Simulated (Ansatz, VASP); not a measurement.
Two plane-wave programs on AlRu

```
Al Ru
1.0
     2.81520    0.00000    0.00000
     0.00000    2.81520    0.00000
     0.00000    0.00000    3.37824
Al Ru
1 1
Direct
  0.00000 0.00000 0.00000
  0.50000 0.50000 0.50000
```

Alike in both runs: task single point; functional PBEsol; k mesh 18 × 18 × 18; occupations gaussian, width 0.15 eV; no spin polarisation.

|  | VASP | Ansatz |
| --- | --- | --- |
| version | VASP 6.6.1 | Ansatz 0.2.0 |
| potentials or method | VASP PAW PBE potentials, release 64 (Al, Ru_pv) | scalar-relativistic, plane waves, PAW |
| plane-wave cutoff (eV) | 520 | 420 |
| valence electrons in the cell | 17 | 19 |

```tsv
	VASP	Ansatz	Ansatz less VASP
gap on the k mesh at the Fermi level (eV)	none	none	-
pressure (GPa)	-0.1	-0.1	-0.05
largest component of the traceless stress (GPa)	17.37	17.36	-0.016
```

A gap of «none» marks a metal or a gap that the smearing closes. The two sets of potentials don't hold the same shells in valence.

Caveats: the PAW data sets were made with another functional, which shifts forces and pressure a little (VASP).
